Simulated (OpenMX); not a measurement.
Input of an OpenMX 3.8.5 run:

The input Pt.dat:

```
System.CurrrentDirectory             ./
System.Name                          Pt
DATA.PATH                            ./DFT_DATA13
level.of.stdout                      1
level.of.fileout                     1
Species.Number                       1
<Definition.of.Atomic.Species
  Pt  Pt7.0-s3p2d2f1         Pt_PBE13
Definition.of.Atomic.Species>

Atoms.Number                         1
Atoms.SpeciesAndCoordinates.Unit     FRAC
<Atoms.SpeciesAndCoordinates
    1  Pt    0.0000000000    0.0000000000    0.0000000000   8.000  8.000
Atoms.SpeciesAndCoordinates>

Atoms.UnitVectors.Unit               Ang
<Atoms.UnitVectors
     0.0000000000    1.9609000000    1.9609000000
     1.9609000000    0.0000000000    1.9609000000
     1.9609000000    1.9609000000    0.0000000000
Atoms.UnitVectors>

scf.XcType                           GGA-PBE
scf.SpinPolarization                 off
scf.ElectronicTemperature            580.226
scf.energycutoff                     400.0
scf.maxIter                          100
scf.EigenvalueSolver                 band
scf.Kgrid                            9 9 9
scf.Mixing.Type                      rmm-diisk
scf.Init.Mixing.Weight               0.05
scf.Min.Mixing.Weight                0.001
scf.Max.Mixing.Weight                0.3
scf.Mixing.History                   25
scf.Mixing.StartPulay                8
scf.criterion                        1.0e-8
scf.stress.tensor                    on
MD.Type                              nomd
```

Potentials or basis: OpenMX 2013 PBE set, Pt7.0-s3p2d2f1, grid cutoff 400 Ry.

Launch:

```sh
$ openmx Pt.dat -nt 1 > Pt.std
```

(1) What does it give for the pressure?

(2) Estimate the band gap on the k mesh.

## Answers

(1) 12.4 GPa.

(2) none (metal or under the smearing width).

Caveat: the basis of atomic orbitals isn't converged, which shifts pressures, moduli and gaps.
